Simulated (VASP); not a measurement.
A calculation with VASP 6.6.1 of MnSb (native input, structure from a POSCAR):

The input INCAR:

```
PREC = Accurate
ENCUT = 550
EDIFF = 1E-6
ISMEAR = 0
SIGMA = 0.1
LREAL = False
LASPH = True
NELM = 150
ALGO = Fast
ISIF = 2
LWAVE = False
LCHARG = False
ISPIN = 2
MAGMOM = 0 0 4 4
LORBIT = 11
LMAXMIX = 4
GGA = PE
```

The input KPOINTS:

```
regular mesh
0
Gamma
  7 7 5
```

File POSCAR:

```
MnSb
1.0
    4.1500000000      0.0000000000      0.0000000000
   -2.0750000000      3.5940054257      0.0000000000
    0.0000000000      0.0000000000      5.7800000000
Sb Mn
2 2
Cartesian
    2.0750000002      1.1980018084      4.3350000000
   -0.0000000002      2.3960036173      1.4450000000
    0.0000000000      0.0000000000      2.8900000000
    0.0000000000      0.0000000000      0.0000000000
```

Potentials or basis: VASP PAW PBE potentials, release 64 (Sb_d_GW, Mn_GW).

Launch:

```console
$ cat potpaw_PBE.64/Sb_d_GW/POTCAR potpaw_PBE.64/Mn_GW/POTCAR > POTCAR
$ mpirun -np 1 vasp_std > vasp.out
```

Q: Write the same calculation in another form: ASE script, structure typed inline.

A: As run:

run.py

```python
from ase import Atoms
from ase.calculators.vasp import Vasp
from ase.dft.bandgap import bandgap

atoms = Atoms(
    ['Sb', 'Sb', 'Mn', 'Mn'],
    cell=[[4.15, 0.0, 0.0], [-2.075, 3.5940054257, 0.0], [0.0, 0.0, 5.78]],
    scaled_positions=[[0.6666666667, 0.3333333333, 0.75], [0.3333333333, 0.6666666667, 0.25], [0.0, 0.0, 0.5], [0.0, 0.0, 0.0]],
    pbc=True,
)
atoms.set_initial_magnetic_moments([0.0, 0.0, 4.0, 4.0])
calc = Vasp(
    directory='calc',
    xc='pbe',
    pp='PBE',
    setups={'base': 'minimal', 'Sb': '_d_GW', 'Mn': '_GW'},
    prec='Accurate',
    encut=550,
    ediff=1e-07,
    ismear=0,
    sigma=0.1,
    lreal=False,
    lasph=True,
    nelm=150,
    algo='Normal',
    isif=2,
    lwave=False,
    lcharg=False,
    ispin=2,
    lorbit=11,
    lmaxmix=4,
    kpts=[7, 7, 5],
    gamma=True,
    nbands=34,
)
atoms.calc = calc

print('energy (eV):', atoms.get_potential_energy())
print('free energy (eV):', atoms.get_potential_energy(force_consistent=True))
print('forces (eV/A):')
print(atoms.get_forces())
print('stress (eV/A^3, Voigt):', atoms.get_stress())
print('Fermi level (eV):', calc.get_fermi_level())
print('moment (muB):', atoms.get_magnetic_moment())
print('site moments (muB):', atoms.get_magnetic_moments())
gap, top, bottom = bandgap(calc)
print('band gap (eV):', gap, 'from (spin, k, band)', top, 'to', bottom)
```

Potentials or basis: VASP PAW PBE potentials, release 64 (Sb_d_GW, Mn_GW).

Run with:

```sh
$ python run.py
```

Both were run:

|  | native input, structure from a POSCAR | ASE script, structure typed inline |
| --- | --- | --- |
| Pressure | -3.4 GPa | -3.4 GPa |
| Band gap on the k mesh | none (metal or under the smearing width) | none (metal or under the smearing width) |
| Net moment | 6.72 μB per cell | 6.72 μB per cell |
| Site moments | Sb -0.14; Mn +3.42 μB | Sb -0.14; Mn +3.42 μB |
| Valence electrons inside the program's atomic spheres | Sb 12.77; Mn 5.82 | Sb 12.77; Mn 5.82 |

Keys that steer only the numerical path or the files written may differ.

Caveat: only a ferromagnetic start was run, and an antiferromagnetic order may lie lower in energy.
